## Why does CdS, a yellow solid, come out with a gap of 1.2 eV?

**Question.** I have these PBE results for wurtzite CdS at nine volumes. We deposit CdS as the thin window layer of solar cells, where it has to let most of the visible light through to the absorber below. Its measured gap is roughly 2.5 eV as far as I recall, and no row comes near that.

Wurtzite CdS at uniformly scaled volumes with the atoms not relaxed, computed with Ansatz 0.2.0: all-electron LAPW, PBE functional, scalar-relativistic, no spin polarization. The k mesh is 7×7×4, the occupations are Fermi–Dirac with a width of 0.01 eV, and the basis error target is 1 meV/atom.

| volume (Å³/atom) | c/a | shortest distance (Å) | band gap (eV) | smallest direct gap on path (eV) |
| --- | --- | --- | --- | --- |
| 23.483 | 1.6322 | 2.459 | 1.362 | 1.362 |
| 23.982 | 1.6323 | 2.476 | 1.316 | 1.316 |
| 24.482 | 1.6323 | 2.493 | 1.271 | 1.271 |
| 24.732 | 1.6322 | 2.502 | 1.249 | 1.249 |
| 24.982 | 1.6322 | 2.510 | 1.226 | 1.226 |
| 25.231 | 1.6323 | 2.519 | 1.204 | 1.204 |
| 25.481 | 1.6322 | 2.527 | 1.182 | 1.182 |
| 25.981 | 1.6322 | 2.543 | 1.137 | 1.137 |
| 26.480 | 1.6322 | 2.559 | 1.093 | 1.093 |

All the runs finished cleanly and the gap changes smoothly from row to row. Was the wrong lattice used, or is the method at fault? And can I still take anything from the table for strained films?

**Answer.** The lattice accounts for only a small part of the error. Most of it lies in what a PBE band gap is, and you can see this by asking how much gap a change of volume can buy.

### How the failure shows

Start with the row at 24.982 Å³/atom, which lies close to the measured volume of about 25 Å³/atom. Its gap of 1.226 eV is about half the measured one. A photon of energy $E$ in eV has a wavelength of $1240/E$ in nm, so this crystal would begin to absorb near 1010 nm, in the infrared. It would look black, whereas a gap of 2.5 eV puts the edge near 500 nm, which removes blue light and leaves yellow.

The most compressed row, at 23.483 Å³/atom, has the largest gap, 1.362 eV. That is still below the energy of red light, about 1.7 eV. Taken literally, every row describes a window layer that absorbs light of every visible colour. The colour of the powder is therefore enough to expose the error, without any spectrometer.

The shape of the curve gives no such warning. The gap falls at every step of growing volume, and in every row it equals the smallest direct gap found along the band path. A smooth curve shows that the runs are consistent with one another. An error shared by all of them leaves it just as smooth.

### What the lattice can do to the gap

To judge the lattice as a suspect, it helps to know why the gap depends on volume at all. The lowest conduction state of CdS is built mainly from Cd 5s and S 3s orbitals that meet with opposite sign, so the wave has a node between the neighbours. Such an antibonding state is pushed up when the atoms come closer and sinks when they move apart. The top of the valence band, mainly S 3p, responds differently, and the distance between the two shrinks as the bonds lengthen.

This is the standard picture of the bonding. The table shows the resulting trend but contains no analysis of the orbitals. The same reasoning gives the same sign for relatives such as CdSe or ZnS, whose lowest conduction state is of the same kind.

The table also gives the size of the effect. From the first row to the last the volume grows by 13 %, the shortest distance by 0.10 Å, and the gap loses 0.27 eV. The row at 24.982 Å³/atom falls short of the measured gap by about 1.3 eV, nearly five times that whole range. No plausible mistake in the lattice constant is that large.

### How much is due to the volume that PBE prefers

There is a fairer version of your suspicion. PBE tends to make crystals too large, and a larger cell has a smaller gap. So part of the error may enter through the volume that the functional itself would choose.

The pressures of the same runs locate that volume. At 25.981 Å³/atom the mean pressure is 0.236 GPa, and at 26.480 Å³/atom it is −0.752 GPa, which means that the crystal would now rather shrink. If the pressure runs straight between these two rows, it reaches zero at the fraction

$$f=\frac{0.236}{0.236+0.752}=0.239$$

of the way from the first to the second. The volume there is

$$V_0 = 25.981+0.239\,(26.480-25.981)=26.10\ \text{Å}^3/\text{atom},$$

and the gap, read off in the same way, is

$$E_0 = 1.137-0.239\,(1.137-1.093)\approx 1.13\ \text{eV}.$$

Compared with the row near the measured volume, the preferred cell is between 4 and 5 % too large, and this costs $1.226-1.13\approx 0.10$ eV of gap. The full shortfall at $V_0$ is $2.5-1.13\approx 1.4$ eV. The wrong volume thus explains about 7 % of it. Putting the crystal back on its measured lattice is sensible, but it leaves nearly all of the error in place.

This estimate has a weak point, because the cells were scaled and not relaxed. At 25.981 Å³/atom the crystal still pushes outwards in the plane and pulls inwards along the axis, and only the average is near zero. Forces of 0.2 to 0.3 eV/Å also remain on the atoms throughout the series. The shortest contact is about 0.02 Å shorter than it would be if all four bonds around an atom were equal, so at least one other bond must be longer, by an amount the table does not list.

A full relaxation would therefore move $V_0$ and the gap somewhat, and the table cannot say by how much. For scale, stretching the shortest bond by 0.10 Å through uniform expansion changes the gap by less than 0.3 eV. It would be surprising if a gentler rearrangement supplied more than 1 eV. That is an argument from size, and a relaxed calculation would be the test.

Two pieces of physics are also absent from the runs: spin–orbit coupling and the vibrations of the atoms. In CdS both make the gap smaller, so including them would widen the disagreement. What remains is the functional.

### Why PBE gives too small a gap

The measured gap is a difference between energies of crystals with different numbers of electrons. Remove one electron from the crystal, add one to another copy far away, and the total cost is the gap. The table lists something else: the distance between the highest filled and the lowest empty level of the neutral crystal. If the levels came from the exact functional, the two would be related by

$$E_\text{gap} = (\varepsilon_\text{c}-\varepsilon_\text{v})+\Delta ,$$

where $\varepsilon_\text{c}$ and $\varepsilon_\text{v}$ are the edges of the conduction and valence bands.

The term $\Delta$ is the derivative discontinuity. In the exact theory, the potential felt by all electrons jumps by a constant as soon as one electron more than the filled bands can hold is added. PBE computes its potential from the local density and its gradient. One extra electron spread over a large crystal hardly changes either of them, so the PBE potential does not jump and $\Delta$ is lost. This happens at every volume, which is why the whole curve lies too low and no single row stands out.

CdS has a second difficulty, in the filled 4d shell of cadmium. These orbitals are compact, and in PBE an electron partly repels itself, which costs most where the charge is most concentrated. The 4d levels therefore lie too high, too close beneath the S 3p band. In the tetrahedral surroundings of this crystal the two can mix, and the mixing pushes the top of the valence band upwards, towards the conduction band.

The hydrogen atom shows this self-repulsion in its simplest form. Its single electron has nothing to repel it, yet PBE places the level at roughly 8 eV below zero, where the true value is about 14 eV. The total energy of the atom nevertheless comes out almost right. CdS repeats the pattern: the preferred volume, which follows from total energies, is off by a few percent, while the gap, which is read from levels, is off by half.

The comparison ends there. For the atom, the difference of PBE total energies with and without the electron gives nearly the right cost of removing it. In a large crystal the same trick is not expected to help: the added charge is spread so thinly that the difference gives back the too small gap between the levels.

The table does not tell how the error of CdS divides between $\Delta$ and the 4d shell, since it holds only one functional. A hybrid functional or a GW calculation on the cell at 24.982 Å³/atom would be the natural next step.

### What you can use for strained films

The change of the gap is a better quantity to take from this table than the gap itself. Around the middle row, 1 % more volume lowers the gap from 1.226 to 1.204 eV, and the other steps give nearly the same rate. For a window layer PBE thus predicts that a volume change of 1 % shifts the absorption edge by only about 0.02 eV. The true rate may differ somewhat, since the missing part of the gap can itself depend on volume. If a deposited film has its edge several tenths of an eV away from that of good CdS, look first for a cause other than a uniform strain of this size.

To place the edge itself, add a constant to all the computed gaps so that the row near the measured volume agrees with experiment. This assumes that the missing part of the gap hardly changes with volume. That is plausible over a range of a few percent, but it is not tested here. The rate also belongs to uniform scaling, whereas a film clamped to its substrate is strained differently in the plane and along the normal.

There is one trap if you open the output files. The conduction edge falls by 2.07 eV from the first row to the last and the valence edge by 1.80 eV, which looks like a huge response to strain. But a calculation on an endless crystal has no vacuum outside it, and its zero of energy shifts when the volume changes. Only the difference, $2.07-1.80=0.27$ eV, has a physical meaning, and it is the change of the gap that you already have.

For the same reason, these edges cannot tell you how the band offset to the absorber moves under strain. That needs a calculation with a common reference, such as a slab with vacuum or the interface itself.
